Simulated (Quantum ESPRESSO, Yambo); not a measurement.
Planning a run of Quantum ESPRESSO 7.5 on KBr (Fm-3m). The input:

```
&control
  calculation = 'scf'
  prefix = 'x'
  outdir = 'o'
  pseudo_dir = 'pseudo'
/
&system
  ibrav = 0
  nat = 2
  ntyp = 2
  ecutwfc = 76.0
  nbnd = 36
  force_symmorphic = .true.
  noncolin = .true.
  lspinorb = .true.
/
&electrons
  conv_thr = 1e-10
  electron_maxstep = 80
  mixing_beta = 0.5
/
ATOMIC_SPECIES
  K 39.098 K.upf
  Br 79.904 Br.upf
CELL_PARAMETERS angstrom
  0.0000000000 3.3000000000 3.3000000000
  3.3000000000 0.0000000000 3.3000000000
  3.3000000000 3.3000000000 0.0000000000
ATOMIC_POSITIONS crystal
  K 0.0000000000 0.0000000000 0.0000000000
  Br 0.5000000000 0.5000000000 0.5000000000
K_POINTS automatic
  6 6 6 0 0 0
```

```sh
OMP_NUM_THREADS=1 mpirun -n 4 pw.x -nk 4 -in pw.in > pw.out
```

Question: Estimate wall time and host memory on 4 MPI ranks of Arm Neoverse V1, shared host.

It took 40 s; on shared hardware allow 20 s to 81 s. Peak host memory was 0.63 GiB.

[Paths, hosts, dates, memory and timing lines, banners, echoed tables and standing remarks are left out of the program output.]

[Logs are printed without paths, hosts, clocks, repeated set-up lines and the standing remarks that a program may print on its own settings, such as how far it seeks lower states.]

[Runs of the session that timed out or met a known fault of the program may be left out.]

[Hosts, paths, dates, database ids (printed as entryN), source tags and the programs' standing remarks are cut or masked in the printed files.]
